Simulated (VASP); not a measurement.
Input of a VASP 6.6.1 run:

INCAR

```
  ALGO = Fast
  EDIFF = 1E-6
  EDIFFG = -0.02
  ENCUT = 600
  GGA = PS
  IBRION = 2
  ISIF = 3
  ISMEAR = -1
  IVDW = 12
  LASPH = True
  LCHARG = False
  LREAL = False
  LWAVE = False
  NELM = 100
  NSW = 60
  PREC = Accurate
  SIGMA = 0.05
```

File KPOINTS:

```
k-points
0
Gamma
  7 7 7
```

Contents of POSCAR:

```
BaS
1.0
    0.0000000000      3.1937500000      3.1937500000
    3.1937500000      0.0000000000      3.1937500000
    3.1937500000      3.1937500000      0.0000000000
Ba S
1 1
Direct
    0.0000000000      0.0000000000      0.0000000000
    0.5000000000      0.5000000000      0.5000000000
```

Potentials or basis: VASP PAW PBE potentials, release 64 (Ba_sv, S).

Launch:

```sh
$ cat potpaw_PBE.64/Ba_sv/POTCAR potpaw_PBE.64/S/POTCAR > POTCAR
$ mpirun -np 1 vasp_std > vasp.out
```

**Question.** What does it give for the relaxed cell?

**Answer.** a = 4.447 Å, b = 4.447 Å, c = 4.447 Å, α = 60.00°, β = 60.00°, γ = 60.00°.

**Question.** Estimate the relaxed volume.

**Answer.** 31.10 Å³/atom.

**Question.** Predict the space group after relaxing (to 0.05 Å).

**Answer.** Fm-3m (No. 225).

The path:
```
step  energy change (eV)  largest force (eV/Å)  pressure (GPa)  volume (Å³)
   1              0.0000                0.0000           -2.09        65.15
   2             -0.0175                0.0000            0.82        61.22
   3             -0.0200                0.0000            0.00        62.20
```

Caveat: the PAW data sets were made with another functional, which shifts forces and pressure a little.
